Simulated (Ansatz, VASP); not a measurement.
One calculation of C, two programs

INCAR

```
SYSTEM = C
PREC = Accurate
ENCUT = 520
EDIFF = 1E-6
ISMEAR = -1
SIGMA = 0.1
LREAL = .FALSE.
LASPH = .TRUE.
NELM = 80
ALGO = Normal
ISIF = 2
LWAVE = .FALSE.
LCHARG = .FALSE.
GGA = PE
NBANDS = 8
```

KPOINTS

```
regular mesh
0
G
  20 20 20
  0 0 0
```

Contents of POSCAR:

```
C
1.0
    0.0000000000      1.6005674996      1.6005674996
    1.6005674996      0.0000000000      1.6005674996
    1.6005674996      1.6005674996      0.0000000000
C
1
Direct
    0.0000000000      0.0000000000      0.0000000000
```

Input for Ansatz:

```yaml
crystal:
  lattice:
    - [0.0, 1.6005674996, 1.6005674996]
    - [1.6005674996, 0.0, 1.6005674996]
    - [1.6005674996, 1.6005674996, 0.0]
  atoms:
    - { symbol: C, position: [0.0, 0.0, 0.0] }
hamiltonian:
  xc: pbe
  pseudopotentials:
    kind: paw
    azcp:
      C: "pseudopotentials/C.paw.azcp"
basis:
  ecutwfc: 420
  fft_grid_basis: typed
kpoints:
  mp_grid: { grid: [20, 20, 20], shift: [0, 0, 0] }
magnetization:
  spin_polarized: false
scf:
  occupations: { method: fermi_dirac, width: 0.1 }
  lower_state_search: "off"
output:
  stress: true
```

Alike in both runs: task single point; functional PBE; k mesh 20 × 20 × 20; occupations fermi-dirac, width 0.1 eV; no spin polarisation.

|  | VASP | Ansatz |
| --- | --- | --- |
| version | VASP 6.6.1 | Ansatz 0.2.0 |
| potentials or method | VASP PAW PBE potentials, release 64 (C) | plane waves (420 eV) with PAW, scalar-relativistic |
| plane-wave cutoff (eV) | 520 | 420 |
| valence electrons in the cell | 4 | 4 |

|  | VASP | Ansatz | Ansatz less VASP |
| --- | --- | --- | --- |
| pressure (GPa) | -13.9 | -13.9 | +0.02 |
